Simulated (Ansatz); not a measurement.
# Transmission past a defect: (4,0) C nanotube, N in place of one C, part 4 of 5

What does the defect do to the conductance?

Ansatz 0.2.0; DFT PBE, plane waves, PAW; relaxation of a wire's period (the session's first sound run).

So far, channels at the energy nearest the Fermi level, one spin: step 3 (the perfect wire) 3.

### Step 5. The open system

This step: DFT PBE, plane waves, PAW; transmission of a junction in a wire (Ansatz 0.2.0).

The cell is now read as a scatterer between two semi-infinite leads, named by two sites one period apart. The scattering states in its self-consistent potential are matched to the leads' states at each energy. One point across is taken, as for a wire in vacuum.

input.yaml reads:

```yaml
crystal:
  lattice:
    - [9.932, 0.0, 0.0]
    - [0.0, 9.932, 0.0]
    - [0.0, 0.0, 29.5143822369]
  atoms:
    - { symbol: C, position: [0.3301927751, 0.499977252, 0.00029528] }
    - { symbol: C, position: [0.4999772516, 0.669761728, 0.00029528] }
    - { symbol: C, position: [0.4999772516, 0.330192775, 0.00029528] }
    - { symbol: C, position: [0.6697617281, 0.499977252, 0.00029528] }
    - { symbol: C, position: [0.3301927751, 0.499977252, 0.047323768] }
    - { symbol: C, position: [0.4999772516, 0.669761728, 0.047323768] }
    - { symbol: C, position: [0.4999772516, 0.330192775, 0.047323768] }
    - { symbol: C, position: [0.6697617281, 0.499977252, 0.047323768] }
    - { symbol: C, position: [0.3799061101, 0.620048393, 0.071729675] }
    - { symbol: C, position: [0.3799061101, 0.37990611, 0.071729675] }
    - { symbol: C, position: [0.6200483931, 0.620048393, 0.071729675] }
    - { symbol: C, position: [0.6200483931, 0.37990611, 0.071729675] }
    - { symbol: C, position: [0.3799061101, 0.620048393, 0.118746516] }
    - { symbol: C, position: [0.3799061101, 0.37990611, 0.118746516] }
    - { symbol: C, position: [0.6200483931, 0.620048393, 0.118746516] }
    - { symbol: C, position: [0.6200483931, 0.37990611, 0.118746516] }
    - { symbol: C, position: [0.3301927751, 0.499977252, 0.143152422] }
    - { symbol: C, position: [0.4999772516, 0.669761728, 0.143152422] }
    - { symbol: C, position: [0.4999772516, 0.330192775, 0.143152422] }
    - { symbol: C, position: [0.6697617281, 0.499977252, 0.143152422] }
    - { symbol: C, position: [0.3301927751, 0.499977252, 0.190180911] }
    - { symbol: C, position: [0.4999772516, 0.669761728, 0.190180911] }
    - { symbol: C, position: [0.4999772516, 0.330192775, 0.190180911] }
    - { symbol: C, position: [0.6697617281, 0.499977252, 0.190180911] }
    - { symbol: C, position: [0.3799061101, 0.620048393, 0.214586818] }
    - { symbol: C, position: [0.3799061101, 0.37990611, 0.214586818] }
    - { symbol: C, position: [0.6200483931, 0.620048393, 0.214586818] }
    - { symbol: C, position: [0.6200483931, 0.37990611, 0.214586818] }
    - { symbol: C, position: [0.3799061101, 0.620048393, 0.261603659] }
    - { symbol: C, position: [0.3799061101, 0.37990611, 0.261603659] }
[... 19 lines left out ...]
    - { symbol: "N", position: [0.4999772516, 0.6646067836, 0.4284377505] }
[... 54 lines left out ...]
    - { symbol: C, position: [0.3799061101, 0.620048393, 0.928872532] }
    - { symbol: C, position: [0.3799061101, 0.37990611, 0.928872532] }
    - { symbol: C, position: [0.6200483931, 0.620048393, 0.928872532] }
    - { symbol: C, position: [0.6200483931, 0.37990611, 0.928872532] }
    - { symbol: C, position: [0.3799061101, 0.620048393, 0.975889373] }
    - { symbol: C, position: [0.3799061101, 0.37990611, 0.975889373] }
    - { symbol: C, position: [0.6200483931, 0.620048393, 0.975889373] }
    - { symbol: C, position: [0.6200483931, 0.37990611, 0.975889373] }
kpoints:
  mp_grid: { grid: [1, 1, 3] }
scf:
  occupations: { method: fermi_dirac, width: 0.05 }
hamiltonian:
  xc: pbe
output:
  transmission:
    e_range: [-1.26, 1.26]
    de: 0.035
    kmesh: [1, 1]
    reduced_basis: true
    leads: [[96, 0]]
  dos: { projected: true, e_range: [-4, 3] }
  write_potential: true
  write_density: true
  volumetric_format: npy
  elf: true
basis:
  ecutwfc: "350 eV"
```

Run with:

```console
$ ansatz run input.yaml --threads 4 --pin off --max-ram 16384MiB --backend cpu --events-out ev --progress --plain --runs-dir out
```

Numbers of over 12 decimals in the logs are rounded to 6 here.

The program printed:

```text
[...]
Crystal: 112 atoms, lattice volume = 2911.435 Å³
Basis set: ecut = 350 eV, 43279 PW (Γ)
Bands: 337, of which v1, the nominal top of the filled ones, is band 225 counted from 1 (224 counted from 0)
Symmetry: 2 space group operations
[...]
k-points: 2 of 3 (time reversal used)
[...]
SCF iter   1: F=—  HF=-28152.827460 eV  |F-HF|=—  |Δ(HF+E_count)|=         —  Δρ=7.47e-3  dr2=1.67e0  ethr=1.77e-3  ⟨swp⟩=7.0  Hψ=3235  notcnv=0  defer=182
[...]
SCF iter   8: F=-28152.640526 eV  HF=-28152.640526 eV  |F-HF|=1.50e-9  |Δ(HF+E_count)|=   7.09e-8  Δρ=5.42e-7  dr2=9.93e-9  ethr=2.23e-11  ⟨swp⟩=26.5  Hψ=5012  notcnv=0
SCF 1 converged in 8 iterations: F = -28152.640526 eV  dr2 = 9.93e-9
[...]
transmission: 7 of 50 steps passed
transmission: 10 of 50 steps passed
[...]
transmission: 50 of 50 steps passed
WARN: The output density's exchange-correlation potential varies sharply where the density is thin. Do not read a vacuum level from v_tot or v_xc, or from such a field of the output density. On a cell that repeats whose density bears no net charge and no dipole along the vacuum's axis use v_es (v_loc + v_h of the components); under efield.dipole_correction with no amplitude use v_es + v_field, which holds any externa [...]
SCF converged after 8 iterations
Free energy (F): -28152.640526 eV
[...]
Internal energy: -28152.515200 eV  (E = F + TS)
E sigma→0 (E₀):  -28152.577863 eV
Entropy (-TS):   -0.125326 eV (-1.119 meV/atom)
Fermi energy:    -1.625802 eV
[...]
--- Band table (eV) ---
  k-point 0: bands = [... 221 lower, -1.9829, -1.9763, -1.9652, -1.9537, -1.2887, -1.2089, -1.0675, -1.0434, ... 108 higher]
  k-point 1: bands = [... 221 lower, -1.9508, -1.8269, -1.6605, -1.6211, -1.5294, -1.3173, -1.2770, -0.9538, ... 108 higher]
--- Transmission ---
  basis      : 725 plane waves across, 50 finite elements along
  points     : 1, standing for a mesh of 1 x 1
[...]
crystal 0  : C16, at the sites [96, 0], period 4.2163 Å, over 18.97 Å; its Hamiltonian steps by up to 12.0 meV
[...]
filled         : 11.8 meV over the level at which it is neutral
    channels       : 3.000000e0 a spin
[...]
junction   : crystal 0 to crystal 0, -0.36 to 24.94 Å
    transmission   : 2.884182e0 a spin
    conductance    : 2.2655e14 S/m² at 300 K (2.2655e14 on every other energy)
    error estimate : 0.0 % from the energy spacing and 0.0 % from band edges of the leads and from resonances (wavevectors taken as independent; lower de), 0.1 % from the steps of its leads' Hamiltonians or their offsets (lay more layers), 0.1 % from the distance to neutral
    resistance     : 1.7043e-4 Ω µm² beyond half of each lead's own
```

The job ended after 18 min (4 threads of Arm Neoverse V1, shared host; peak memory 6.3 GiB).

This step gave:

- energy at zero smearing: -28152.5779 eV
- transmission at the energy nearest the Fermi level, one spin: 2.884
- step of the lead's Hamiltonian: 12 meV
- conductance of the junction: 2.884 G₀

Transmission, one spin against energy, zero at the Fermi level:

energy (eV), transmission, one spin and a bar from the least value:
```
    -1.26       1.27 ####
    -1.23       1.70 ########
    -1.19       1.14 ###
    -1.08       2.37 ###############
    -1.01       2.66 #################
    -0.91       2.87 ###################
    -0.84       2.90 ####################
    -0.73       2.91 ####################
    -0.67       3.97 ##############################
    -0.56       3.61 ###########################
    -0.49       3.38 ########################
    -0.39       3.06 #####################
    -0.32       2.95 ####################
    -0.21       2.92 ####################
    -0.14       2.90 ####################
    -0.04       2.89 ####################
     0.00       2.88 ####################
     0.04       2.88 ###################
     0.14       2.86 ###################
     0.21       2.85 ###################
     0.32       2.83 ###################
     0.39       2.81 ###################
     0.49       2.73 ##################
     0.56       2.57 ################
     0.67       0.96 #
     0.73       0.94 #
     0.84       0.86 
     0.91       0.97 #
     1.01       2.59 #################
     1.08       2.69 ##################
     1.19       2.74 ##################
     1.26       2.75 ##################
```

Open channels of the lead, one spin against energy, zero at the Fermi level:

energy (eV), open channels of the lead, one spin and a bar from the least value:
```
    -1.26       2.00 ########
    -1.19       3.00 ###############
    -1.12       3.00 ###############
    -1.05       3.00 ###############
    -0.98       3.00 ###############
    -0.91       3.00 ###############
    -0.84       3.00 ###############
    -0.77       3.00 ###############
    -0.70       5.00 ##############################
    -0.63       5.00 ##############################
    -0.59       5.00 ##############################
    -0.53       5.00 ##############################
    -0.46       5.00 ##############################
    -0.39       5.00 ##############################
    -0.32       4.00 ######################
    -0.24       3.00 ###############
    -0.17       3.00 ###############
    -0.10       3.00 ###############
    -0.04       3.00 ###############
     0.00       3.00 ###############
     0.04       3.00 ###############
     0.10       3.00 ###############
     0.17       3.00 ###############
     0.24       3.00 ###############
     0.32       3.00 ###############
     0.39       3.00 ###############
     0.46       3.00 ###############
     0.53       3.00 ###############
     0.59       3.00 ###############
     0.63       1.00 
     0.70       1.00 
     0.77       1.00 
     0.84       1.00 
     0.91       1.00 
     0.98       3.00 ###############
     1.05       3.00 ###############
     1.12       3.00 ###############
     1.19       3.00 ###############
     1.26       3.00 ###############
```

Projected DOS an atom over height of the atomic layer and energy from the Fermi level.  broadened by a Gaussian of 0.15 eV, since few k-points sample the long cell.

Ten even steps from '_' (0.075 states/eV) to '@' (0.620 states/eV), each cell a mean:
```
..____________..________________________________..______
__________________________..__..__..__..________________
__________________________..__..__..__..________________
________________________________________________________
______________________..________________________________
________________________________________________________
::::::::::::::::....__..............::::::::::::::::::::
****######**####****----....====##**%%####**####******##
################%%%%####::..%%%%%%%%####################
----::::----::::----####----++++::::::::----::::--::::::
____________..__......::++==....__________..____________
________________________==--____________________________
......____..____________....__________..____....__......
::::::::::::..::..................::..::::..::::::..::..
::::::::::::::::::..::........::::::::::::::::::::::::::
--::------------::::::::::::::::::----::----::----------
----------------------::::::----------------------------
%%%%%%########******++------++******######%%%%%%%%%%%%%%
%%%%%%%%%%%%%%@@@@@@%%**++**%%@@@@@@%%%%%%%%%%%%%%%%%%%%
::::..::::::::----====++++++==----::::::::::::::::::::::
________________......::--::........____________________
____________..____......::::..____....__________________
```
Columns: height of the atomic layer (Å) from 0.00872 to 28.8 (not evenly spaced); rows upwards: energy from the Fermi level (eV) from -3.98 to 1.47.

ELF in the cb plane at fractional x = 0.500, with atoms of C and N within 0.2 Å of it. It is the smooth field of the valence electrons, not physical close to the nuclei.

Ten even steps from '0' (0.00) to '9' (0.91), each cell a mean:
```
00000000000000000000000000000000000000000000
00000000000000000000000000000000000000000000
11111000000111111000000000000000001111110000
33333200001333333200001211111000013333332000
66566520014665666410025642344100146655664100
78887730026778887620048976576300267788776300
58976740037669966730169988767510376689667400
17941541036129822630156269515510362289315400
38963641036449944620146479525410264489436300
57765520024567765410025777655310145677654200
21122100001222222100001221222100012222221000
00000000000000000000000000000000000000000000
00000000000000000000000000000000000000000000
44443310012344433210012333333100023344432100
58975630025568866520136578756410156689655300
17941541036239823620155169615510263289315400
28953641046349834630155269725510264389436400
78987740037779877620157789877510267789877400
77777620026777777510046777776400157777776200
44444310013544454200014554454200025554543100
22222100001222221000001222221000012222221000
00000000000000000000000000000000000000000000
00000000000000000000000000000000000000000000
00000000000000000000000000000000000000000000
```
Columns run along c (16.0 Å, from fractional 0.15 to 0.69 of the cell), rows up along b (9.9 Å). Atoms in or near the plane, at fractional coordinates: C at (0.19, 0.67), C at (0.19, 0.33), C at (0.29, 0.67), C at (0.29, 0.33), C at (0.33, 0.67), C at (0.33, 0.33), N at (0.43, 0.66), C at (0.43, 0.32), C at (0.47, 0.66), C at (0.48, 0.33), C at (0.57, 0.67), C at (0.57, 0.33), C at (0.62, 0.67), C at (0.62, 0.33).

Valence density in the cb plane at fractional x = 0.500, with atoms of C and N within 0.2 Å of it. It is the smooth field of the valence electrons, not physical close to the nuclei.

Values in e/Å³, 13 rows by 16 columns, each cell a mean:
```
0.0 0.0 0.0 0.0 0.0 0.0 0.0 0.0 0.0 0.0 0.0 0.0 0.0 0.0 0.0 0.0
0.0 0.0 0.0 0.0 0.0 0.0 0.0 0.0 0.0 0.0 0.0 0.0 0.0 0.0 0.0 0.0
0.1 0.1 0.0 0.0 0.1 0.1 0.1 0.0 0.1 0.1 0.1 0.0 0.1 0.1 0.1 0.0
1.1 1.1 0.3 0.3 1.1 1.1 0.5 0.2 1.6 1.0 0.5 0.1 0.8 1.1 0.8 0.1
1.7 1.6 0.5 0.6 1.6 1.7 0.8 0.4 2.8 1.8 1.1 0.3 1.3 1.7 1.3 0.3
0.3 0.3 0.2 0.2 0.3 0.3 0.3 0.2 0.5 0.4 0.3 0.2 0.3 0.3 0.3 0.2
0.1 0.1 0.1 0.1 0.1 0.1 0.1 0.1 0.1 0.1 0.1 0.1 0.1 0.1 0.1 0.1
0.6 0.6 0.3 0.3 0.6 0.5 0.3 0.2 0.5 0.5 0.4 0.2 0.5 0.5 0.5 0.2
1.8 1.7 0.5 0.6 1.8 1.8 0.8 0.4 1.6 1.8 1.1 0.2 1.4 1.9 1.4 0.2
0.7 0.7 0.2 0.2 0.7 0.8 0.3 0.1 0.8 0.8 0.5 0.1 0.6 0.8 0.6 0.1
0.1 0.1 0.0 0.0 0.1 0.1 0.0 0.0 0.1 0.1 0.0 0.0 0.1 0.1 0.0 0.0
0.0 0.0 0.0 0.0 0.0 0.0 0.0 0.0 0.0 0.0 0.0 0.0 0.0 0.0 0.0 0.0
0.0 0.0 0.0 0.0 0.0 0.0 0.0 0.0 0.0 0.0 0.0 0.0 0.0 0.0 0.0 0.0
```
Columns run along c (16.0 Å, from fractional 0.15 to 0.69 of the cell), rows up along b (9.9 Å). Atoms in or near the plane, at fractional coordinates: C at (0.19, 0.67), C at (0.19, 0.33), C at (0.29, 0.67), C at (0.29, 0.33), C at (0.33, 0.67), C at (0.33, 0.33), N at (0.43, 0.66), C at (0.43, 0.32), C at (0.47, 0.66), C at (0.48, 0.33), C at (0.57, 0.67), C at (0.57, 0.33), C at (0.62, 0.67), C at (0.62, 0.33).

Electrostatic potential energy in the cb plane at fractional x = 0.500, with atoms of C and N within 0.2 Å of it. With pseudopotentials it is smooth inside the atoms' cores, unlike the true potential.

Ten even steps from '0' (-66 eV) to '9' (4 eV), each cell a mean:
```
99999999999999999999999999999999999999999999
99999999999999999999999999999999999999999999
99999999999999999999999999999999999999999999
99999999999999999999999999999999999999999999
99999999999999999999999999999999999999999999
89998999999899999999999999999999999999989999
36753699997447744899996467657899985467447999
02500389985004400589982015103799960034004899
14621589986125512689983125203899972156216899
78887899998778877899987678767899987788778999
99999999999999999999999999999999999999999999
99999999999999999999999999999999999999999999
99999999999999999999999999999999999999999999
99998999999999999999999999999999999999999999
47855789997557756899987578757899986578557999
02510389985004401689983025202799961035004899
04621489985115401699983026203799972045115899
68877899998778867899997678767999987688778999
99999999999999999999999999999999999999999999
99999999999999999999999999999999999999999999
99999999999999999999999999999999999999999999
99999999999999999999999999999999999999999999
99999999999999999999999999999999999999999999
99999999999999999999999999999999999999999999
```
Columns run along c (16.0 Å, from fractional 0.15 to 0.69 of the cell; values clipped at the 3rd and 97th percentile), rows up along b (9.9 Å). Atoms in or near the plane, at fractional coordinates: C at (0.19, 0.67), C at (0.19, 0.33), C at (0.29, 0.67), C at (0.29, 0.33), C at (0.33, 0.67), C at (0.33, 0.33), N at (0.43, 0.66), C at (0.43, 0.32), C at (0.47, 0.66), C at (0.48, 0.33), C at (0.57, 0.67), C at (0.57, 0.33), C at (0.62, 0.67), C at (0.62, 0.33).

By hand: the program gives 2.2655 × 10^14 S/m² over the cell's cross-section of 98.64 Å² = 9.864 × 10^-19 m², so one cell conducts 2.235 × 10^-4 S. Divided by G0 = 2e²/h = 7.748 × 10^-5 S this is 2.88 G0, a resistance of 4.47 kΩ.

The conductance is 2.88 G₀, with 3 channels a spin open in the lead. The lead's Hamiltonian steps by 12.0 meV, which the program lets pass, though it counts in the error estimate.

(Part 4 of 5 ends here.)

[Logs are printed without paths, hosts, clocks, repeated set-up lines and the standing remarks that a program may print on its own settings, such as how far it seeks lower states.]

[Hosts, paths, dates, database ids (printed as entryN), source tags and the programs' standing remarks are cut or masked in the printed files.]
